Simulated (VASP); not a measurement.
A run of VASP 6.6.1 is set up as follows.

Contents of INCAR:

```
  PREC = Accurate
  ENCUT = 600
  EDIFF = 1E-7
  ISMEAR = 0
  SIGMA = 0.05
  LREAL = False
  LASPH = True
  NELM = 120
  ALGO = Normal
  ISIF = 2
  LWAVE = False
  LCHARG = False
  GGA = PS
  NBANDS = 28
```

KPOINTS

```
Automatic mesh
0
Gamma
  13 13 9
```

The input POSCAR:

```
P
1.0
    1.6477431241     -5.4650377251      0.0000000000
    1.6477431241      5.4650377251      0.0000000000
    0.0000000000      0.0000000000      4.5436355900
P
4
Direct
    0.9041431300      0.0958568700      0.5888151700
    0.0958568700      0.9041431300      0.4111848300
    0.5958568700      0.4041431300      0.0888151700
    0.4041431300      0.5958568700      0.9111848300
```

Potentials or basis: VASP PAW PBE potentials, release 64 (P).

Command:

```sh
$ cat potpaw_PBE.64/P/POTCAR > POTCAR
$ mpirun -np 1 vasp_std > vasp.out
```

Question: Estimate the largest force.

Answer: 0.276 eV/Å.

Question: Predict the pressure.

Answer: -0.7 GPa.

Question: Predict the band gap on the k mesh.

Answer: 0.08 eV, direct.

Forces on the atoms (eV/Å):
```
P    0.000  0.106 -0.254
P    0.000 -0.106  0.254
P    0.000 -0.106 -0.254
P    0.000  0.106  0.254
```

Caveat: the PAW data sets were made with another functional, which shifts forces and pressure a little; an odd mesh through Γ misses points on the zone boundary, where band edges often lie.
